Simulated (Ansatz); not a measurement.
**Ni: searching below the plain SCF**

Plain starts of Ni have been run. Do the further runs listed below go lower? The cell (2 atoms) is Ni in its deposited structure (space group Fm-3m, primitive cell doubled). Source: COD entry 9009862.

The COD entry's cell or inner coordinates are ideal or old and differ from later refinements, so a difference from it is no clean test against experiment.

Method: DFT PBE, PAW, plane waves, scalar-relativistic, in Ansatz 0.2.0.

**1. The starting structure**

It takes space group Fm-3m (No. 225, cubic). Conventional cell: a = 3.516 Å, b = 3.516 Å, c = 3.516 Å, α = 90.00°, β = 90.00°, γ = 90.00°. Ni (site symmetry m-3m) has 12 Ni at 2.49 Å as nearest neighbours.

As a file:

```
Ni
1.0
     0.00000    3.51600    3.51600
     1.75800    0.00000    1.75800
     1.75800    1.75800    0.00000
Ni
2
Direct
  0.00000 0.00000 0.00000
  0.50000 0.00000 0.00000
```

Atoms are counted from 1 in the order of input.yaml (Ni2 and so on).

Known so far: 8 plain starts ended in 2 states. The lowest came from “spin on, no moments given (the program may seed its own), plain SCF”: ferromagnetic, site moments Ni1 0.65, Ni2 0.65 μB, total 1.22 μB per cell, no gap on the k-mesh, free energy -11679.4940 eV.

Runs to come: parallel moments, default search for lower states; opposed moments +-, default search for lower states; the moments typed in its input, symmetry off, plain SCF; the moments typed in its input, standard search for lower states.

“Plain SCF” means no search for lower states. The default search lets the program follow hints of a lower state (another filling of open shells, a soft direction), where it sees any. The standard and full searches may also try other magnetic orders and fillings, and need not reach the lowest state. With a search on, the program may also reshape the start on open shells. Ends within 0.2 meV/atom and 0.1 μB count as one state.

The total moment includes the space between the atomic spheres.

**2. Parallel moments, default search for lower states**

File input.yaml:

```yaml
crystal:
  lattice:
    - [0.0, 3.516, 3.516]
    - [1.758, 0.0, 1.758]
    - [1.758, 1.758, 0.0]
  atoms:
    - { symbol: Ni, position: [0.0, 0.0, 0.0], spin: 2.0 }
    - { symbol: Ni, position: [0.5, 0.0, 0.0], spin: 2.0 }
magnetization:
  spin_polarized: true
hamiltonian:
  xc: pbe
  pseudopotentials: { kind: paw }
basis:
  ecutwfc: 420
kpoints:
  mp_grid: { grid: [7, 14, 14] }
scf:
  occupations: { method: fermi_dirac, width: 0.1 }
output:
  forces: true
  stress: true
```

The program printed (excerpt; [...] marks lines left out):

```text
[...]
Pseudopotentials: kind: paw
Pseudopotential: Ni, paw, valence charge 18, recommended cutoff 420 eV (normal), Ni.paw.azcp
Functional definition: PBE
[...]
Crystal: 2 atoms, lattice volume = 21.733 Å³
Basis set: ecut = 420 eV, 391 PW (Γ), exchange–correlation on 72×36×36 points (8 copies of the dense FFT grid, shifted against one another)
Bands: 24, of which v1, the nominal top of the filled ones, is band 18 counted from 1 (17 counted from 0)
Symmetry: 24 space group operations
Space group: Fm-3m (ITA 225), of the structure as read, at distance tolerance 2.8e-5 Å
Magnetic group: BNS 225.116 (UNI 1618), of the structure as read, at distance tolerance 2.8e-5 Å
k-points: 144 of 1372
[...]
Starting moments: Σ|m| = 4 μB on 2 of 2 sites
[...]
SCF iter   1: F=—  HF=-11678.305073 eV  |F-HF|=—  |Δ(HF+E_count)|=         —  Δρ=1.73e-1 (↑1.73e-1 ↓9.20e-2)  dr2=1.15e0  dr2_m=3.38e0  M=1.814 μB ∫|m|=1.965 μB  β_m=0.30  ethr=3.10e-3  ⟨swp⟩=5.0  Hψ=24974  notcnv=0
[...]
SCF iter  11: F=-11679.494042 eV  HF=-11679.494042 eV  |F-HF|=5.46e-12  |Δ(HF+E_count)|=   3.80e-9  Δρ=6.04e-7 (↑6.04e-7 ↓1.91e-7)  dr2=3.73e-11  dr2_m=1.82e-11  M=1.218 μB ∫|m|=1.397 μB  ethr=2.71e-11  ⟨swp⟩=2.0  Hψ=20691  notcnv=0
[...]
SCF converged after 11 iterations
Magnetization: 1.2182 μB (18.6091 up, 17.3909 down)
Absolute magnetization: 1.3990 μB (∫|ρ↑−ρ↓|, with the PAW one-centre terms)
Spin contamination: 0.0132 ħ² per cell (⟨S²⟩ above its minimum at these occupations)
Per-site moments (μB) at R_I (Å): [(0.647347749831757, 1.0255523200939092), (0.6473477498317569, 1.0255523200939092)]
Free energy (F): -11679.494042 eV
[...]
E sigma→0 (E₀):  -11679.438177 eV
Entropy (-TS):   -0.111731 eV (-55.866 meV/atom)
Fermi energy:    18.200479 eV
[... 24 lines left out: energy terms, forces, stress ...]
```

Wall time 2.2 s (2 threads of an x86-64 CPU, shared host); peak memory 0.48 GiB.

Nothing new: the 11 iterations lead to the state found in step 1 (ferromagnetic).

**3. Opposed moments +-, default search for lower states**

input.yaml, as its differences from that of step 2:

```diff
@@ -7,3 +7,3 @@
     - { symbol: Ni, position: [0.0, 0.0, 0.0], spin: 2.0 }
-    - { symbol: Ni, position: [0.5, 0.0, 0.0], spin: 2.0 }
+    - { symbol: Ni, position: [0.5, 0.0, 0.0], spin: -2.0 }
 magnetization:
```

The program printed (excerpt; [...] marks lines left out):

```text
[... 11 lines as in an earlier run ...]
Symmetry: 12 space group operations
Space group: R-3m (ITA 166), of the structure as read, at distance tolerance 2.8e-5 Å
Magnetic group: BNS 166.102 (UNI 1332), of the structure as read, at distance tolerance 2.8e-5 Å
[... 5 lines as in an earlier run ...]
Starting moments: Σ|m| = 4 μB on 2 of 2 sites
Starting magnetic order: antiferromagnet; a translation exchanges its spin sublattices: spin-degenerate at every k-point
[... 2 lines as in an earlier run ...]
spin-down is spin-up translated by (0.5, 0, 0): one eigenproblem is solved per k-point and the antiferromagnetic symmetry of the starting moments is kept exactly by this SCF (crystal.symmetry.spin_inversion_symmetry: false solves both channels; [...]
SCF iter   1: F=—  HF=-11678.358165 eV  |F-HF|=—  |Δ(HF+E_count)|=         —  Δρ=1.78e-1 (↑1.78e-1 ↓1.78e-1)  dr2=1.11e0  dr2_m=5.88e0  M=0.000 μB ∫|m|=1.453 μB  β_m=0.30  ethr=3.09e-3  ⟨swp⟩=1.2  Hψ=17281  notcnv=0
[...]
the run went on to a lower state, not held to the crystal's whole symmetry: an SCF along what the orbitals of the run's state read of its open shells (or to have them read: on a GPU, or by another smearing), with the run's symmetry operations kept and the antiferromagnet's [...]
WARN: the starting moments were not kept: 1 of 2 ended reversed and 1 kept their direction, counting a site from 0.1 of the cell's largest site moment. The largest reversed, site 1 (counted from 0, in the order of the report's site_moments_mub), started with -2.0 μB and closes at +6.5e-1 [...]
SCF converged after 4 iterations
Magnetization: 1.2182 μB (18.6091 up, 17.3909 down)
Absolute magnetization: 1.3991 μB (∫|ρ↑−ρ↓|, with the PAW one-centre terms)
Spin contamination: 0.0132 ħ² per cell (⟨S²⟩ above its minimum at these occupations)
Per-site moments (μB) at R_I (Å): [(0.6473631340787565, 1.0255523200939092), (0.6473663984250837, 1.0255523200939092)]
Free energy (F): -11679.494042 eV
[...]
E sigma→0 (E₀):  -11679.438177 eV
Entropy (-TS):   -0.111730 eV (-55.865 meV/atom)
Fermi energy:    18.200501 eV
[... 29 lines left out: energy terms, forces, stress, bands ...]
```

It took 13 s on 2 threads of an x86-64 CPU, shared host; peak memory 0.81 GiB.

This is the state of step 1 again (ferromagnetic), after 24 iterations.

**4. The moments typed in its input, symmetry off, plain SCF**

input.yaml, as its differences from that of step 3:

```diff
@@ -7,3 +7,4 @@
     - { symbol: Ni, position: [0.0, 0.0, 0.0], spin: 2.0 }
-    - { symbol: Ni, position: [0.5, 0.0, 0.0], spin: -2.0 }
+    - { symbol: Ni, position: [0.5, 0.0, 0.0], spin: 2.0 }
+  symmetry: { detect: false, time_reversal: true }
 magnetization:
@@ -19,2 +20,3 @@
   occupations: { method: fermi_dirac, width: 0.1 }
+  lower_state_search: "off"
 output:
```

The program printed (excerpt; [...] marks lines left out):

```text
[... 11 lines as in an earlier run ...]
Symmetry: 1 space group operations
k-points: 688 of 1372 (time reversal used)
[... 4 lines as in an earlier run ...]
Starting moments: Σ|m| = 4 μB on 2 of 2 sites
[... 2 lines as in an earlier run ...]
[...]
SCF iter   1: F=—  HF=-11678.935303 eV  |F-HF|=—  |Δ(HF+E_count)|=         —  Δρ=1.27e-1 (↑1.17e-1 ↓1.27e-1)  dr2=1.64e-2  dr2_m=2.95e0  M=1.872 μB ∫|m|=2.078 μB  β_m=0.30  ethr=4.57e-5  ⟨swp⟩=1.1  Hψ=163109  notcnv=0
[...]
spin-set hold released at iteration 1 (the charge has settled, or the pull on large starting moments outlasts its swing): the magnetisation degrees of freedom join the quasi-Newton model from the next iteration; the mixer history was flushed
[...]
SCF iter  11: F=-11679.494042 eV  HF=-11679.494042 eV  |F-HF|=9.64e-9  |Δ(HF+E_count)|=   1.61e-8  Δρ=5.49e-6 (↑3.64e-6 ↓5.49e-6)  dr2=9.15e-9  dr2_m=3.53e-10  M=1.218 μB ∫|m|=1.397 μB  ethr=4.88e-11  ⟨swp⟩=2.0  Hψ=101974  notcnv=0
[...]
SCF converged after 11 iterations
Magnetization: 1.2182 μB (18.6091 up, 17.3909 down)
Absolute magnetization: 1.3990 μB (∫|ρ↑−ρ↓|, with the PAW one-centre terms)
Spin contamination: 0.0132 ħ² per cell (⟨S²⟩ above its minimum at these occupations)
Per-site moments (μB) at R_I (Å): [(0.6473350689743665, 1.0255523200939092), (0.6473489321743479, 1.0255523200939092)]
Free energy (F): -11679.494042 eV
[...]
E sigma→0 (E₀):  -11679.438177 eV
Entropy (-TS):   -0.111731 eV (-55.866 meV/atom)
Fermi energy:    18.200482 eV
[... 24 lines left out: energy terms, forces, stress ...]
```

Run time: 16 s. Hardware: 2 threads of an x86-64 CPU, shared host; peak memory 0.93 GiB.

Nothing new: the 11 iterations lead to the state found in step 1 (ferromagnetic).

**5. The moments typed in its input, standard search for lower states**

input.yaml, as its differences from that of step 4:

```diff
@@ -8,3 +8,2 @@
     - { symbol: Ni, position: [0.5, 0.0, 0.0], spin: 2.0 }
-  symmetry: { detect: false, time_reversal: true }
 magnetization:
@@ -20,3 +19,3 @@
   occupations: { method: fermi_dirac, width: 0.1 }
-  lower_state_search: "off"
+  lower_state_search: standard
 output:
```

The program printed (excerpt; [...] marks lines left out):

```text
the run goes by scf.lower_state_search standard: where its kind and settings allow, a search for a lower-energy state can add stability tests and further SCF calculations, which can take several times, in some runs tens of times, as long as the SCF (see the manual's entry of the key); [...]
[... 19 lines as in an earlier run ...]
Starting moments: Σ|m| = 4 μB on 2 of 2 sites
[... 2 lines as in an earlier run ...]
SCF iter   1: F=—  HF=-11678.305073 eV  |F-HF|=—  |Δ(HF+E_count)|=         —  Δρ=1.73e-1 (↑1.73e-1 ↓9.20e-2)  dr2=1.15e0  dr2_m=3.38e0  M=1.814 μB ∫|m|=1.965 μB  β_m=0.30  ethr=3.10e-3  ⟨swp⟩=5.0  Hψ=24974  notcnv=0
[...]
SCF iter  11: F=-11679.494042 eV  HF=-11679.494042 eV  |F-HF|=5.46e-12  |Δ(HF+E_count)|=   3.80e-9  Δρ=6.04e-7 (↑6.04e-7 ↓1.91e-7)  dr2=3.73e-11  dr2_m=1.82e-11  M=1.218 μB ∫|m|=1.397 μB  ethr=2.71e-11  ⟨swp⟩=2.0  Hψ=20691  notcnv=0
[...]
SCF converged after 11 iterations
Magnetization: 1.2182 μB (18.6091 up, 17.3909 down)
Absolute magnetization: 1.3990 μB (∫|ρ↑−ρ↓|, with the PAW one-centre terms)
Spin contamination: 0.0132 ħ² per cell (⟨S²⟩ above its minimum at these occupations)
Per-site moments (μB) at R_I (Å): [(0.647347749831757, 1.0255523200939092), (0.6473477498317569, 1.0255523200939092)]
Free energy (F): -11679.494042 eV
[...]
E sigma→0 (E₀):  -11679.438177 eV
Entropy (-TS):   -0.111731 eV (-55.866 meV/atom)
Fermi energy:    18.200479 eV
[... 24 lines left out: energy terms, forces, stress ...]
```

It took 2.3 s on 2 threads of an x86-64 CPU, shared host; peak memory 0.48 GiB.

The run ends in the same state as step 1 (ferromagnetic); it took 11 iterations.

**6. All ends together**

| step | iterations | state | moments of Ni1 Ni2 (μB) | total (μB) | gap (eV) | pressure (GPa) | above lowest (meV/atom) |
| --- | --- | --- | --- | --- | --- | --- | --- |
| 1 | 11 | 1 | 0.65 0.65 | 1.22 | none | 0.8 | 0.0 |
| 2 | 11 | 1 | 0.65 0.65 | 1.22 | none | 0.8 | 0.0 |
| 3 | 24 | 1 | 0.65 0.65 | 1.22 | none | 0.8 | 0.0 |
| 4 | 11 | 1 | 0.65 0.65 | 1.22 | none | 0.8 | 0.0 |
| 5 | 11 | 1 | 0.65 0.65 | 1.22 | none | 0.8 | 0.0 |

States are numbered from the lowest. Starts by step: 2 parallel moments, default search for lower states; 3 opposed moments +-, default search for lower states; 4 the moments typed in its input, symmetry off, plain SCF; 5 the moments typed in its input, standard search for lower states. Step 1 is the best of the earlier plain starts.

The 4 runs of this session took 33 s in all, from 2.2 s to 16 s each.

Decimal logarithm of the largest residual (eV) by iteration, counted through all cycles of a run:

| iteration | step 2 | step 3 | step 4 | step 5 |
| --- | --- | --- | --- | --- |
| 1 | 0.5 | 0.8 | 0.5 | 0.5 |
| 2 | 0.3 | 0.6 | 0.3 | 0.3 |
| 3 | 0.0 | 0.4 | -0.4 | 0.0 |
| 4 | -1.2 | -0.8 | -2.6 | -1.2 |
| 5 | -1.4 | -1.0 | -3.1 | -1.4 |
| 7 | -3.3 | -2.1 | -3.3 | -3.3 |
| 9 | -7.0 | -3.8 | -5.9 | -7.0 |
| 11 | -10.4 | -6.6 | -8.0 | -10.4 |
| 14 | - | -10.1 | - | - |
| 16 | - | -2.4 | - | - |
| 18 | - | -5.1 | - | - |
| 20 | - | -8.1 | - | - |
| 22 | - | -6.6 | - | - |
| 24 | - | -8.8 | - | - |

**7. Summary of results**

```
         quantity                                                      value
  distinct states  1 from 5 converged runs, the best start of step 1 counted
     lowest state                                              ferromagnetic
      its moments                                      Ni1 0.65, Ni2 0.65 μB
     total moment                                           1.22 μB per cell
gap on the k-mesh                                                       none
         pressure                                                    0.8 GPa
    largest force                                                 0.000 eV/Å
```

In words: No run goes below the best plain start. 5 runs converged, all to one state. These are lowest states among those tried, not proven ground states.
